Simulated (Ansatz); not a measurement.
Crystal: Re.

```xyz
2
Lattice="0.0000 -1.9750 -1.9750 -1.9750 0.0000 -1.9750 1.9750 1.9750 -3.9500" Properties=species:S:1:pos:R:3 pbc="T T T"
Re    0.1447    0.0601   -3.9377
Re    1.8303    1.9149   -3.9623
```

This isn't the form of Re at room conditions, which is hcp.

The cell isn't the ideal one: a zone-boundary wave of random shape, sigma 0.1 Å.

A run of Ansatz 0.2.0 on this cell left the log below. Logs are shortened: lines on timing, memory, paths and dates and some standing lists are left out, and cuts for length are marked.

```text
Warning: RAYON_NUM_THREADS=2 ignored (pool sized by the plan → 2); use --threads N
Re: projections on atomic orbitals take those of the free atom 1s2 2s2 2p6 3s2 3p6 3d10 4s2 4p6 4d10 4f14 5s2 5p6 5d5 6s2, of charge +0.00 (hamiltonian.pseudopotentials.projection_atoms)
LAPW: plane waves up to 9.651 Å⁻¹, error target 1.0e-3 eV per atom; small_component_spin mean_spin; Re in spheres of 1.253 Å, 45 of its electrons in bands, Dirac shells [] (how accurate: hamiltonian.pseudopotentials.lapw.basis_error, Limitations)
Engine: ansatz 0.2.0, aarch64-unknown-linux-gnu
Pseudopotentials: kind: all_electron
Pseudopotential: Re, LAPW, valence charge 45, lapw/all_electron/scalar/gaussian/Re, Koelling and Harmon's equation, gaussian nucleus
Functional definition: PBE
  parameter kappa = 0.804
  parameter beta = 0.06672455060314922
  exchange = pbe_x(kappa = kappa, mu = beta*pi^2/3)
  correlation = pbe_c(beta = beta)
Crystal: 2 atoms, lattice volume = 30.815 Å³
[... 32 lines left out ...]
  E_band       = -9545.297225
  E_kinetic    = 1020677.147537
  E_xc         = -18089.639950
  E_electrostatic = -1910893.021772  (all electrons and nuclei)
  E_smearing   = -0.014688  (= −TS)
  E_closure    = 0.000000  (closes the sum)
  E_atoms      = -908282.845560  (free atoms, spherical and without spin; not in F)
  Σ components = -908305.528872   (vs F -908305.528872, Δ=0.00e0)
  Basis errors (estimates in eV, not in F): energy 3.6e-4 per atom: plane waves 3.0e-4 (1.6e-4 summed), levels above the bands 1.0e-123, relativity 9.8e-8, radial functions 5.7e-5, core shells 2.1e-7; eigenvalues (radial functions only) 1.3e-6; not estimated: angular momenta, meshes, grids; target (lapw.basis_error) 1.0e-3; muffin-tin radii Re 1.253 Å
--- Forces (eV/Å), atoms counted from 1 ---
  atom   1  Re    -1.87268604    -1.19530828     0.49596287
  atom   2  Re     1.87268604     1.19530828    -0.49596287
  max |Σ_I F_I| component: 0.00e0 eV/Å
--- Stress (GPa, compression-positive) ---
        4.621343       7.541959      -3.437942
        7.541959       0.437455       1.778904
       -3.437942       1.778904      -5.804522
  P = ⅓ Tr σ = -0.2486 GPa (-2.486 kbar)
--- Band table (eV; the first three rows and the last of 364) ---
  k-point 0: bands = ["-411.8820", "-411.8820", "-411.8723", "-411.8723", "-411.8595", "-411.8595", "-220.2696", "-220.2696", "-220.2610", "-220.2610", "-220.2544", "-220.2544", "-220.2451", "-220.2451", "-220.2350", "-220.2350", "-50.5478", "-50.4079", "-13.0217", "-12.0945", "-12.0292", "-11.9300", "-11.8652", "-11.7366", "-7.6729", "-7.6686", "-7.6580", "-7.6579", "-7.6550", "-7.6494", "-7.6436", "-7.6413", "-7.6365", "-7.6350", "-7.6286", "-7.6275", "-7.6175", "-7.6058", "19.7087", "22.8510", "27.2956", "27.3721", "27.4802", "27.5704", "27.9525", "30.0827", "30.4082", "30.9849", "32.7065", "33.3495", "37.9625", "42.2411", "43.5192", "48.0290"]
  k-point 1: bands = ["-411.8820", "-411.8820", "-411.8723", "-411.8723", "-411.8595", "-411.8595", "-220.2696", "-220.2696", "-220.2610", "-220.2610", "-220.2544", "-220.2544", "-220.2451", "-220.2451", "-220.2350", "-220.2350", "-50.5433", "-50.4125", "-12.9659", "-12.0919", "-12.0247", "-11.9430", "-11.8837", "-11.7758", "-7.6727", "-7.6688", "-7.6581", "-7.6571", "-7.6541", "-7.6493", "-7.6428", "-7.6413", "-7.6365", "-7.6348", "-7.6300", "-7.6276", "-7.6181", "-7.6066", "20.0077", "22.8277", "27.0592", "27.4201", "27.5749", "27.7153", "27.9477", "29.4058", "30.2468", "30.8861", "32.4861", "33.1193", "38.8830", "42.5820", "43.9613", "46.9669"]
  k-point 2: bands = ["-411.8820", "-411.8820", "-411.8723", "-411.8723", "-411.8595", "-411.8595", "-220.2696", "-220.2696", "-220.2610", "-220.2610", "-220.2544", "-220.2544", "-220.2451", "-220.2451", "-220.2350", "-220.2350", "-50.5332", "-50.4228", "-12.8296", "-12.0883", "-12.0465", "-11.9881", "-11.9283", "-11.8199", "-7.6722", "-7.6693", "-7.6571", "-7.6559", "-7.6526", "-7.6497", "-7.6415", "-7.6405", "-7.6366", "-7.6344", "-7.6321", "-7.6286", "-7.6196", "-7.6085", "20.8154", "22.6315", "26.3861", "27.5408", "27.6372", "27.8495", "28.0536", "28.7401", "29.9058", "30.7984", "31.8824", "32.6240", "40.4519", "43.6224", "44.1794", "46.7009"]
  k-point 363: bands = ["-411.8820", "-411.8820", "-411.8723", "-411.8723", "-411.8595", "-411.8595", "-220.2696", "-220.2696", "-220.2610", "-220.2610", "-220.2544", "-220.2544", "-220.2451", "-220.2451", "-220.2350", "-220.2350", "-50.4319", "-50.3939", "-12.8920", "-12.8291", "-12.3839", "-12.2994", "-12.1200", "-11.9751", "-7.6664", "-7.6628", "-7.6566", "-7.6557", "-7.6519", "-7.6493", "-7.6474", "-7.6464", "-7.6410", "-7.6376", "-7.6343", "-7.6245", "-7.6171", "-7.6148", "23.8801", "24.2030", "24.9435", "26.3748", "27.4623", "27.6065", "29.2569", "31.3381", "32.5207", "33.1158", "35.3668", "36.0256", "38.1637", "40.1629", "42.8147", "44.4589"]
--- Löwdin populations: 2 sites ---
  site symbol       q [e]
     0     Re     74.8450
     1     Re     74.8450
  spilling = 0.002067 (of n_electrons = 150.000000)
```

Q: What input gives this log?

A: Single point with PBE, no spin polarisation. The files as run (others can give the same):

input.yaml
```yaml
crystal:
  lattice:
    - [0.0, -1.975, -1.975]
    - [-1.975, 0.0, -1.975]
    - [1.975, 1.975, -3.95]
  atoms:
    - { symbol: Re, position: [0.49392893, 0.45112105, 0.52437286] }
    - { symbol: Re, position: [0.00607107, 0.04887895, 0.97562714] }
kpoints:
  mp_grid: { grid: [11, 11, 6] }
scf:
  occupations: { method: fermi_dirac, width: 0.05 }
hamiltonian:
  xc: pbe
  pseudopotentials: { kind: all_electron, lapw: { basis_error: 0.001 } }
output:
  forces: true
  stress: true
  eigenvalues: true
  populations: true
```

Potentials or basis: all-electron LAPW, scalar-relativistic.
Command:
```sh
$ ansatz run input.yaml --threads 2 --pin off --max-ram 6144MiB --backend cpu --events-out ev --progress --plain --runs-dir out
```

Caveat: forces of over 1 eV/Å show positions far from the minimum, so gaps and moduli don't describe the material at rest.
